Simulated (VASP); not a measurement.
# Ba (P4/mmm) in VASP: reference runs

Aim: a first look at Ba with PBE, on the cell as given and on a disturbed one.

Everything below comes from runs of VASP 6.6.1. Logs are shortened: lines on timing, memory, paths and dates and some standing lists are left out, and cuts for length are marked.

## Step 1: Starting point

It takes space group P4/mmm (No. 123, tetragonal). Conventional cell: a = 4.000 Å, b = 4.000 Å, c = 3.606 Å, α = 90.00°, β = 90.00°, γ = 90.00°. Ba (site symmetry 4/mmm) is surrounded by 6 Ba at 3.61 to 4.00 Å.

This isn't the form of Ba at room conditions, which is bcc.

## Step 2: Single point, PBE

Contents of INCAR:

```
SYSTEM = Ba
PREC = Accurate
ENCUT = 520
EDIFF = 1E-7
ISMEAR = -1
SIGMA = 0.05
LREAL = .False.
LASPH = .True.
NELM = 80
ALGO = Normal
ISIF = 2
LWAVE = .False.
LCHARG = .False.
GGA = PE
NBANDS = 11
```

Contents of KPOINTS:

```
Automatic mesh
0
Gamma
  7 7 7
  0 0 0
```

Contents of POSCAR:

```
Ba
1.0
    3.9996500000      0.0000000000      0.0000000000
    0.0000000000      3.9996500000      0.0000000000
    0.0000000000      0.0000000000      3.6055390000
Ba
1
Direct
    0.5000000000      0.5000000000      0.5000000000
```

Potentials or basis: VASP PAW PBE potentials, release 64 (Ba_sv).

Run with:

```bash
cat potpaw_PBE.64/Ba_sv/POTCAR > POTCAR
mpirun -np 1 vasp_std > vasp.out
```

OUTCAR:

```text
SYSTEM = Ba
   PREC = Accurate
   ENCUT = 520
   EDIFF = 1E-7
   ISMEAR = -1
   LREAL = .False.
   LASPH = .True.
   NELM = 80
   ISIF = 2
   GGA = PE

 ion  position               nearest neighbor table
   1  0.500  0.500  0.500-

  LATTYP: Found a simple tetragonal cell.
 ALAT       =     3.9996500000
 C/A-ratio  =     0.9014636281

  Lattice vectors:

 A1 = (   3.9996500000,   0.0000000000,   0.0000000000)
 A2 = (   0.0000000000,   3.9996500000,   0.0000000000)
 A3 = (   0.0000000000,   0.0000000000,   3.6055390000)

Analysis of symmetry for initial positions (statically):
=====================================================================
 Subroutine PRICEL returns:
 Original cell was already a primitive cell.

 Routine SETGRP: Setting up the symmetry group for a
 simple tetragonal supercell.

 Subroutine GETGRP returns: Found 16 space group operations
 (whereof 16 operations were pure point group operations)
 out of a pool of 16 trial point group operations.

The static configuration has the point symmetry D_4h.

Analysis of symmetry for dynamics (positions and initial velocities):
=====================================================================
 Subroutine PRICEL returns:
 Original cell was already a primitive cell.

 Routine SETGRP: Setting up the symmetry group for a
 simple tetragonal supercell.

 Subroutine GETGRP returns: Found 16 space group operations
 (whereof 16 operations were pure point group operations)
 out of a pool of 16 trial point group operations.

The dynamic configuration has the point symmetry D_4h.

 Subroutine INISYM returns: Found 16 space group operations
 (whereof 16 operations are pure point group operations),
 and found     1 'primitive' translations

----------------------------------------------------------------------------------------

                                     Primitive cell

  volume of cell :      57.6785

  direct lattice vectors                    reciprocal lattice vectors
     3.999650000  0.000000000  0.000000000     0.250021877  0.000000000  0.000000000
     0.000000000  3.999650000  0.000000000     0.000000000  0.250021877  0.000000000
     0.000000000  0.000000000  3.605539000     0.000000000  0.000000000  0.277351042

  length of vectors
     3.999650000  3.999650000  3.605539000     0.250021877  0.250021877  0.277351042

  position of ions in fractional coordinates (direct lattice)
     0.500000000  0.500000000  0.500000000

  ion indices of the primitive-cell ions
   primitive index   ion index
                 1           1

----------------------------------------------------------------------------------------

 KPOINTS: Automatic mesh

Automatic generation of k-mesh.
 Grid dimensions read from file:
 generate k-points for:    7    7    7

 Generating k-lattice:

  Cartesian coordinates                     Fractional coordinates (reciprocal lattice)
     0.035717411  0.000000000  0.000000000     0.142857143  0.000000000  0.000000000
     0.000000000  0.035717411  0.000000000     0.000000000  0.142857143  0.000000000
     0.000000000  0.000000000  0.039621577     0.000000000  0.000000000  0.142857143

  Length of vectors
     0.035717411  0.035717411  0.039621577

  Shift w.r.t. Gamma in fractional coordinates (k-lattice)
     0.000000000  0.000000000  0.000000000

 Subroutine IBZKPT returns following result:
 ===========================================

 Found     40 irreducible k-points:

 Following reciprocal coordinates:
            Coordinates               Weight
  0.000000  0.000000  0.000000      1.000000
  0.142857  0.000000  0.000000      4.000000
  0.285714  0.000000  0.000000      4.000000
  0.428571  0.000000  0.000000      4.000000
  0.142857  0.142857  0.000000      4.000000
  0.285714  0.142857  0.000000      8.000000
[... 16 lines left out ...]
  0.285714  0.000000  0.285714      8.000000
  0.428571  0.000000  0.285714      8.000000
 [... further k-points ...]
   k-points           NKPTS =     40   k-points in BZ     NKDIM =     40   number of bands    NBANDS=     11
   number of dos      NEDOS =    301   number of ions     NIONS =      1
   total plane-waves  NPLWV =  25200
   dimension x,y,z NGX =    30 NGY =   30 NGZ =   28
   dimension x,y,z NGXF=    60 NGYF=   60 NGZF=   56
   ions per type =               1
   NGX,Y,Z   is equivalent  to a cutoff of  12.47, 12.47, 12.91 a.u.
   NGXF,Y,Z  is equivalent  to a cutoff of  24.94, 24.94, 25.82 a.u.
 SYSTEM =  Ba
   PREC   = accura    normal or accurate (medium, high low for compatibility)
   ISTART =      0    job   : 0-new  1-cont  2-samecut
   ICHARG =      2    charge: 1-file 2-atom 10-const
   ISPIN  =      1    spin polarized calculation?
   LNONCOLLINEAR =      F non collinear calculations
   LSORBIT =      F    spin-orbit coupling
   LASPH  =      T    aspherical Exc in radial PAW
   ENCUT  =  520.0 eV  38.22 Ry    6.18 a.u.   7.44  7.44  6.70*2*pi/ulx,y,z
   NELM   =     80;   NELMIN=  2; NELMDL= -5     # of ELM steps
   EDIFF  = 0.1E-06   stopping-criterion for ELM
   LREAL  =      F    real-space projection
   EDIFFG = 0.1E-05   stopping-criterion for IOM
   NSW    =      0    number of steps for IOM
   IBRION =     -1    ionic relax: 0-MD 1-quasi-New 2-CG
   NFREE  =      0    steps in history (QN), initial steepest desc. (CG)
   ISIF   =      2    stress and relaxation
   ISYM   =      2    0-nonsym 1-usesym 2-fastsym
   POTIM  = 0.5000    time-step for ionic-motion
   TEBEG  =    0.0;   TEEND  =   0.0 temperature during run
   PSTRESS=    0.0 pullay stress
   NELECT =      10.0000    total number of electrons
   NUPDOWN=      -1.0000    fix difference up-down
   EMIN   =  10.00;   EMAX   =-10.00  energy-range for DOS
   EFERMI =   0.00;   METHOD = LEGACY
   ISMEAR =    -1;   SIGMA  =   0.05  broadening in eV -4-tet -1-fermi 0-gaus
   EFERMI_NEDOS =   21; number of points for ismear=-14 and -15
   IALGO  =     38    algorithm
   IMIX   =      4    mixing-type and parameters
     AMIX     =   0.40;   BMIX     =  1.00
     AMIX_MAG =   1.60;   BMIX_MAG =  1.00
  volume/ion in A,a.u.               =      57.68       389.23
  Fermi-wavevector in a.u.,A,eV,Ry     =   0.912858  1.725052 11.337878  0.833311
  Thomas-Fermi vector in A             =   2.037303
   LORBIT       =      0    0 simple, 1 ext, 2 COOP (PROOUT), +10 PAW based schemes
   GGA     = PE    functional components
   LHFCALC =     F    Hartree Fock is set to
   AEXX    =    0.0000 exact exchange contribution
   IVDW    =     0    specifies the selected vdW correction
   LEPSILON=     F    determine dielectric tensor
   LRPA    =     F    only Hartree local field effects (RPA)
 non-spin polarized calculation
  energy-cutoff  :      520.00
  volume of cell :       57.68
 maximum number of plane-waves:      1573
 NGX is ok and might be reduce to    30
   NGX = 15   NGY = 15   NGZ = 13

 number of electron      10.0000000 magnetization

 number of electron       9.9999999 magnetization

 Free energy of the ion-electron system (eV)
  ---------------------------------------------------
  ext. energy  EPLUGINS =         0.00000000
  ---------------------------------------------------
  free energy    TOTEN  =        -1.54446682 eV

  energy without entropy =       -1.53666204  energy(sigma->0) =       -1.54056443

 E-fermi :   1.7641     XC(G=0):  -7.6712

 val. band max:        1.6807771009   @ k =   0.4286   0.4286   0.4286
 cond. band min:       1.7685127865   @ k =   0.1429   0.1429   0.4286
 fundamental gap:      0.0877356855
 Fermi energy:         1.7641242690

 k-point     1 :       0.0000    0.0000    0.0000
  band No.  band energies     occupation
      1     -27.2542      2.00000
      2     -12.1047      2.00000
      3     -12.1047      2.00000
      4     -11.7610      2.00000
      5      -0.6954      2.00000
      6       1.8103      0.56812
      7       1.8577      0.26693
      8       6.5599      0.00000
      9       7.3756      0.00000
     10       7.3756      0.00000
     11       9.3199      0.00000

 k-point     2 :       0.1429    0.0000    0.0000
  band No.  band energies     occupation
      1     -27.2446      2.00000
      2     -12.2369      2.00000
      3     -12.0934      2.00000
      4     -11.7512      2.00000
      5      -0.4016      2.00000
      6       1.8936      0.13968
      7       2.1204      0.00161
      8       5.9042      0.00000
      9       6.8695      0.00000
     10       7.4129      0.00000
     11       8.3961      0.00000

 k-point     3 :       0.2857    0.0000    0.0000
  band No.  band energies     occupation
      1     -27.2228      2.00000
      2     -12.5170      2.00000
      3     -12.0678      2.00000
      4     -11.7292      2.00000
      5       0.2834      2.00000
      6       2.0823      0.00344
      7       2.6671      0.00000
      8       4.9809      0.00000
      9       6.0644      0.00000
     10       7.4996      0.00000
     11       7.5088      0.00000

 k-point     4 :       0.4286    0.0000    0.0000
  band No.  band energies     occupation
      1     -27.2052      2.00000
      2     -12.7271      2.00000
      3     -12.0471      2.00000
      4     -11.7114      2.00000
      5       0.9654      2.00000
      6       2.2581      0.00010
      7       2.7317      0.00000
      8       4.4470      0.00000
      9       5.5748      0.00000
     10       7.5721      0.00000
     11       8.0431      0.00000
[... 239 lines left out ...]
 k-point    22 :       0.1429    0.0000    0.2857
  band No.  band energies     occupation
      1     -27.1486      2.00000
      2     -12.6617      2.00000
      3     -12.1315      2.00000
      4     -11.9971      2.00000
      5       0.7190      2.00000
      6       2.5584      0.00000
      7       3.4724      0.00000
      8       4.6261      0.00000
      9       4.8994      0.00000
     10       6.3306      0.00000
     11       8.6337      0.00000

 k-point    23 :       0.2857    0.0000    0.2857
  band No.  band energies     occupation
      1     -27.1275      2.00000
      2     -12.6275      2.00000
      3     -12.3951      2.00000
      4     -11.9730      2.00000
      5       1.1788      1.99998
      6       2.4142      0.00000
      7       4.1282      0.00000
      8       4.5470      0.00000
      9       5.0239      0.00000
     10       5.5179      0.00000
     11       8.5865      0.00000

 k-point    24 :       0.4286    0.0000    0.2857
  band No.  band energies     occupation
      1     -27.1105      2.00000
      2     -12.6034      2.00000
      3     -12.5901      2.00000
      4     -11.9536      2.00000
      5       1.3896      1.99888
      6       2.2303      0.00018
      7       4.5038      0.00000
      8       4.8975      0.00000
      9       5.1902      0.00000
     10       5.2678      0.00000
     11       8.2940      0.00000

 [... further k-points ...]

------------------------ aborting loop because EDIFF is reached ----------------------------------------

  FORCE on cell =-STRESS in cart. coord.  units (eV):
  Direction    XX          YY          ZZ          XY          YZ          ZX
  --------------------------------------------------------------------------------------
  -------------------------------------------------------------------------------------
  Total       -0.2324213     -0.2324213      1.3148858      0.0000000      0.0000000      0.0000000
  in kB       -6.4561311     -6.4561311     36.5245128      0.0000000      0.0000000      0.0000000
  external PRESSURE =       7.8707502 kB  Pullay stress =       0.0000000 kB

 VOLUME and BASIS-vectors are now :
 -----------------------------------------------------------------------------
  energy-cutoff  :      520.00
  volume of cell :       57.68
      direct lattice vectors                 reciprocal lattice vectors
     3.999650000  0.000000000  0.000000000     0.250021877  0.000000000  0.000000000
     0.000000000  3.999650000  0.000000000     0.000000000  0.250021877  0.000000000
     0.000000000  0.000000000  3.605539000     0.000000000  0.000000000  0.277351042

 POSITION                                       TOTAL-FORCE (eV/Angst)
 -----------------------------------------------------------------------------------
      1.99982      1.99982      1.80277         0.000000      0.000000      0.000000
 -----------------------------------------------------------------------------------
    total drift:                                0.000000      0.000000     -0.000000

  FREE ENERGIE OF THE ION-ELECTRON SYSTEM (eV)
  ---------------------------------------------------
  free  energy   TOTEN  =        -1.5444668168 eV

  energy  without entropy=       -1.5366620354  energy(sigma->0) =       -1.54056443
```

It took 11 s on 1 thread of Intel Xeon 6975P-C (Granite Rapids), shared host; peak memory 0.16 GiB.

Results:

- Free energy: -1.5445 eV
- Pressure: 0.8 GPa
- Band gap on the k mesh: none (metal or under the smearing width)

Stress tensor (GPa, compression positive):
```
-0.65  0.00  0.00
 0.00 -0.65  0.00
 0.00  0.00  3.65
```

The run has no spin-orbit coupling, so splittings on Ba are missing.

## Step 3: Single point, PBE (cell strained at random at fixed volume)

Contents of INCAR:

```
SYSTEM = Ba
ALGO     = Normal         ! electronic algorithm
EDIFF    = 1E-7           ! SCF threshold, eV
ENCUT    = 520            ! plane-wave cutoff, eV
GGA      = PE             ! functional
ISIF     = 2              ! what is computed and relaxed
ISMEAR   = -1             ! smearing method
LASPH    = .True.         ! aspherical terms in the spheres
LCHARG   = .False.        ! write CHGCAR
LREAL    = .False.        ! projectors in reciprocal space
LWAVE    = .False.        ! write WAVECAR
NBANDS   = 11             ! bands
NELM     = 100            ! most SCF steps
PREC     = Accurate       ! precision mode
SIGMA    = 0.05           ! smearing width, eV
```

Contents of KPOINTS:

```
k-points
0
Gamma
  7 7 7
  0 0 0
```

Contents of POSCAR:

```
Ba
1.0
    3.9349670000     -0.0125090000     -0.0477100000
   -0.0125090000      4.0063190000     -0.0237540000
   -0.0430090000     -0.0214140000      3.6593930000
Ba
1
Direct
    0.5018260000      0.4999630000      0.4925570000
```

Potentials or basis: VASP PAW PBE potentials, release 64 (Ba_sv).

Run with:

```bash
cat potpaw_PBE.64/Ba_sv/POTCAR > POTCAR
mpirun -np 1 vasp_std > vasp.out
```

Wall time 41 s (1 thread of Intel Xeon 6975P-C (Granite Rapids), shared host); peak memory 0.23 GiB.

It converged, with:

```yaml
Free_energy: -1.5643 eV
Pressure: 0.8 GPa
Band_gap_on_the_k_mesh: none (metal or under the smearing width)
```

Stress tensor (GPa, compression positive):
```
-0.05 -0.04 -0.10
-0.04 -0.62 -0.06
-0.10 -0.06  3.00
```

Levels at points of the mesh, in eV from the Fermi level:
```tsv
k point	band 3	band 4	band 5	band 6	band 7	band 8
(0.00, 0.00, 0.00)	-13.83	-13.59	-2.48	0.06	0.09	4.89
```
